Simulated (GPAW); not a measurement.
# Cu (Cmcm) in GPAW: further runs

Runs on Cu. Level: PBEsol. Tasks: single point.

Program: GPAW 26.7.0. These are calculated values, not measurements. Logs are shortened: lines on timing, memory, paths and dates and some standing lists are left out, and cuts for length are marked. The log counts tension as positive stress, the text compression.

## Step 1: The crystal as given

Symmetry: Cmcm, No. 63, orthorhombic system. The conventional cell has a = 2.339 Å, b = 7.635 Å, c = 2.376 Å, α = 90.00°, β = 90.00°, γ = 90.00°. Around Cu (site symmetry m2m) lie 10 Cu at 2.34 to 2.43 Å.

This isn't the form of Cu at room conditions, which is fcc.

## Step 2: Single point, PBEsol, 10.61 Å³/atom

Contents of run.py:

```python
from ase import Atoms
from ase.dft.bandgap import bandgap
from ase.io import write
from ase.units import GPa
from gpaw import GPAW, PW, setup_paths

setup_paths.insert(0, '.')

atoms = Atoms(['Cu', 'Cu'],
              cell=[[1.1697251424, -3.81732289, 0.0],
                    [1.1697251424, 3.81732289, 0.0],
                    [0.0, 0.0, 2.3764757026]],
              scaled_positions=[[0.86613335, 0.13386665, 0.75],
                                [0.13386665, 0.86613335, 0.25]],
              pbc=True)

calc = GPAW(mode=PW(600),
            xc='PBEsol',
            kpts={'size': (11, 11, 11), 'gamma': True},
            occupations={'name': 'fermi-dirac', 'width': 0.05},
            nbands=23,
            convergence={'density': 1e-05, 'energy': 1e-05},
            maxiter=150,
            txt='gpaw.txt')
atoms.calc = calc
energy = atoms.get_potential_energy()
forces = atoms.get_forces()
stress = atoms.get_stress()
calc.write('gs.gpw')
write('result.traj', atoms)
print(f'Energy: {energy:.6f} eV')
print('Forces (eV/A):')
print(forces.round(4))
print('Stress (GPa):', (stress / GPa).round(3))
print('Fermi level:', round(calc.get_fermi_level(), 4), 'eV')
print(f'Gap: {bandgap(calc)[0]:.4f} eV, direct: {bandgap(calc, direct=True)[0]:.4f} eV')
```

Potentials or basis: PAW data sets generated in the run's folder for this functional, pw.

The run is started by

```sh
$ gpaw-setup -f PBEsol Cu
$ OMP_NUM_THREADS=1 python run.py
```

gpaw.txt:

```text
__  _  _
 | _ |_)|_||  |
 |__||  | ||/\| - 26.7.0

Input parameters:
  mode=PW(ecut=600.0),
  convergence={'density': 1e-05, 'energy': 1e-05},
  kpts=MonkhorstPack(size=(11, 11, 11), gamma=True),
  maxiter=150,
  nbands=23,
  occupations=Occupations(name='fermi-dirac', width=0.05),
  xc=XC(name='PBEsol')

Diagonalizing LCAO Hamiltonian
Converting LCAO to pw mode

           Cu

       Cu

Atoms  # Å, Bohr magnetons
|   | symbol |        x |         y |        z |    initial magnetic moments |
|---|--------|----------|-----------|----------|-----------------------------|
| 0 |     Cu | 1.169725 | -2.795298 | 1.782357 | ( 0.0000,  0.0000,  0.0000) |
| 1 |     Cu | 1.169725 |  2.795298 | 0.594119 | ( 0.0000,  0.0000,  0.0000) |

Unit cell  # Å
| periodic |        x |         y |        z |  lengths |     angles |
|----------|----------|-----------|----------|----------|------------|
|      yes | 1.169725 | -3.817323 | 0.000000 | 3.992519 |  90.000000 |
|      yes | 1.169725 |  3.817323 | 0.000000 | 3.992519 |  90.000000 |
|      yes | 0.000000 |  0.000000 | 2.376476 | 2.376476 | 145.927198 |

Number of symmetries: 4
Symmetry operations  # r_c * U_cc + t_c -> r_c
|   | kind |            matrix            |
|---|------|------------------------------|
| 0 |  E   |  1, 0, 0,  0, 1, 0,  0, 0, 1 |
| 1 |  C2  |  0, 1, 0,  1, 0, 0,  0, 0,-1 |
| 2 |  σ   |  0,-1, 0, -1, 0, 0,  0, 0, 1 |
| 3 |  i   | -1, 0, 0,  0,-1, 0,  0, 0,-1 |

BZ-sampling:
  Number of BZ points: 1331
  Number of IBZ points: 366

  Monkhorst-Pack size: [11, 11, 11]
  Monkhorst-Pack shift: [0, 0, 0]

K-points  # in reciprocal-cell coordinates
|     |                                coordinates |     weight |
|-----|--------------------------------------------|------------|
|   0 | (  0.00000000,   0.00000000,   0.00000000) | 0.00075131 |
|   1 | (  0.00000000,   0.00000000,   0.09090909) | 0.00150263 |
|   2 | (  0.00000000,   0.00000000,   0.18181818) | 0.00150263 |
|   3 | (  0.00000000,   0.00000000,   0.27272727) | 0.00150263 |
|   4 | (  0.00000000,   0.00000000,   0.36363636) | 0.00150263 |
|   5 | (  0.00000000,   0.00000000,   0.45454545) | 0.00150263 |
|   6 | (  0.09090909,  -0.09090909,  -0.45454545) | 0.00150263 |
|   7 | (  0.09090909,  -0.09090909,  -0.36363636) | 0.00150263 |
|   8 | (  0.09090909,  -0.09090909,  -0.27272727) | 0.00150263 |
|   9 | (  0.09090909,  -0.09090909,  -0.18181818) | 0.00150263 |
| ... |                                            |            |
| 365 | (  0.45454545,   0.45454545,   0.45454545) | 0.00300526 |

Plane wave coefficients: 725
Cutoff: 600.0 eV

Spin-components: 1 (collinear spins)
Bands:           23
Projectors:      12
Spin-degeneracy: 2
Datatype:        complex128

Parallelization:
  kpt:    1
  domain: 1
  band:   1

Density:
  Valence electrons: 22.0
  Components: 1
  Grid points: [24 24 14]
  Charge: 0.0  # |e|

Potential:
  Grid points: [24 24 14]

species:
  Cu:
    name:    Copper
    Z:       29.0
    valence: 11
    core:    18
    charge:  0.0  # [|e|]
    compensation charges:
      type: gauss
      rc: 0.33  # [Å]
      lmax: 2
    cutoffs:
      filter: 2.06  # [Å]
      core: 2.43  # [Å]
    projectors
    | kind |    occ | energy [eV] | rcut [Å] |
    |------|--------|-------------|----------|
    |   4s |  1.000 |      -4.607 |    1.164 |
    |   4p |  0.000 |      -0.637 |    1.164 |
    |   3d | 10.000 |      -5.060 |    1.058 |
    |    s |        |      22.604 |    1.164 |
    |    p |        |      26.574 |    1.164 |
    |    d |        |      22.151 |    1.058 |

    Using partial waves for Cu as LCAO basis

Reference energy: -89968.960980  # eV

eigensolver:
  PPCG
  Converge bands: occupied
  niter=2

density mixing:
  MSR1-Mixer
  Pratt-step length: 0.05
  Maximum mixing coefficient: 0.75
  Old densities: 10
  SVD Regularization: 0.005
  Good broyden scale: 1.0
  Trust region scale: 1.0
  Backstep threshold: 4.0
  History deletion threshold: 6.0
  Fourier metric: weight=20.0, sigma=0.015

occupation numbers:
  Fermi-Dirac:
    width: 0.0500  # eV

poisson solver:
  ecut: 4800.0  # eV

xc functional:
  name: PBEsol with 2 nearest neighbor stencil

convergence criteria:
- Maximum integral of absolute [dens]ity change: 1e-05 electrons / valence electron
- Maximum [total energy] change in last 3 cyles: 1e-05 eV / valence electron
- Maximum integral of absolute [eigenst]ate change: 4e-08 eV^2 / valence electron
maximum number of iterations: 150

SCF iterations
|iter     | |      energy | eigst |  dens |
|---------|-|-------------|-------|-------|
|iter:   1| |   -9.994580 | -0.27 |       |
|iter:   2| |   -9.251536 | -2.67 | -0.89 |
|iter:   3| |   -7.996821 | -1.72 | -0.99 |
|iter:   4| |   -7.970557 | -3.60 | -1.81 |
|iter:   5| |   -7.954882 | -3.27 | -1.98 |
|iter:   6| |   -7.954795 | -4.70 | -2.91 |
|iter:   7| |   -7.954818c| -6.12 | -3.57 |
|iter:   8| |   -7.954819c| -6.35 | -3.72 |
|iter:   9| |   -7.954819c| -7.48c| -4.61 |
|iter:  10| |   -7.954819c| -7.62c| -4.95 |
|iter:  11| |   -7.954819c| -8.76c| -5.94c|

Converged in 11 steps
Energy contributions relative to reference atoms: (reference = -89968.960980)

Energy contributions:
  Kinetic:         -15.798891
  Coulomb:          12.887123
  Zero:              0.129264
  External:          0.000000
  Xc:               -5.170639
  Entropy:          -0.003351
  Spinorbit:         0.000000
  ----------------------------
  Free energy:      -7.956494
  Extrapolated:     -7.954819

dipole moment: (-0.000001, -0.000000, -0.000001)  # |e|*Ang

Fermi level: 9.327
Eigenvalues  # (at kpt = [0.000, 0.000, 0.000])
| band index |      eig [eV] | occ [0-2] |
|------------|---------------|-----------|
|          0 |        -0.944 |     2.000 |
|        ... |               |           |
|          4 |         5.903 |     2.000 |
|          5 |         6.220 |     2.000 |
|          6 |         6.730 |     2.000 |
|          7 |         7.101 |     2.000 |
|          8 |         7.344 |     2.000 |
|          9 |         7.513 |     2.000 |
|         10 |         7.817 |     2.000 |
|         11 |         8.956 |     1.999 |
|         12 |        14.861 |     0.000 |
|         13 |        25.267 |     0.000 |
|         14 |        29.309 |     0.000 |
|         15 |        30.163 |     0.000 |
|         16 |        30.375 |     0.000 |
|         17 |        32.481 |     0.000 |
|         18 |        33.639 |     0.000 |
|         19 |        34.867 |     0.000 |
|        ... |               |           |
|         22 |        40.197 |     0.000 |

No gap
No difference between direct/indirect transitions

Forces  # eV/Ang
|       x |        y |        z |
|---------|----------|----------|
| 0.00000 | -0.21710 | -0.00000 |  # Cu   0
| 0.00000 |  0.21710 |  0.00000 |  # Cu   1

Stress tensor  # eV/Ang^3
|         x |         y |         z |
|-----------|-----------|-----------|
| -0.149717 |  0.000000 |  0.000000 |
|  0.000000 | -0.158003 | -0.000000 |
|  0.000000 | -0.000000 | -0.167603 |

# Writing to gs.gpw (mode='')
```

Run time: 2.7 min. Hardware: 1 thread of Intel Xeon Platinum 8259CL at 2.50GHz (Skylake/Cascade Lake), shared host; peak memory 0.27 GiB.

What came out:

```
Free energy            : -7.9565 eV
Pressure               : 25.4 GPa
Largest force          : 0.217 eV/Å
Band gap on the k mesh : none (metal or under the smearing width)
```

Caveat: with this Cu data set, volumes or pressures lay over 1.5 % or 2 GPa off other programs in two to four cells of ten; the density grid can change from cell to cell, which puts small steps into energies and stress; the program warned that so skewed a cell can give wrong results.

## Step 3: Single point, PBEsol, 11.29 Å³/atom

Changes to run.py since step 2:

```diff
@@ -9,5 +9,5 @@
 atoms = Atoms(['Cu', 'Cu'],
-              cell=[[1.1697251424, -3.81732289, 0.0],
-                    [1.1697251424, 3.81732289, 0.0],
-                    [0.0, 0.0, 2.3764757026]],
+              cell=[[1.1940944162, -3.8968504502, 0.0],
+                    [1.1940944162, 3.8968504502, 0.0],
+                    [0.0, 0.0, 2.425985613]],
               scaled_positions=[[0.86613335, 0.13386665, 0.75],
```

Potentials or basis: PAW data sets generated in the run's folder for this functional, pw.

The run is started by

```sh
$ gpaw-setup -f PBEsol Cu
$ OMP_NUM_THREADS=1 python run.py
```

Run time: 2.6 min. Hardware: 1 thread of Intel Xeon Platinum 8259CL at 2.50GHz (Skylake/Cascade Lake), shared host; peak memory 0.28 GiB.

The run converged. Its results:

```yaml
Free_energy: -8.1087 eV
Pressure: 10.9 GPa
Largest_force: 0.106 eV/Å
Band_gap_on_the_k_mesh: none (metal or under the smearing width)
```

Caveat: with this Cu data set, volumes or pressures lay over 1.5 % or 2 GPa off other programs in two to four cells of ten; the density grid can change from cell to cell, which puts small steps into energies and stress; the program warned that so skewed a cell can give wrong results.
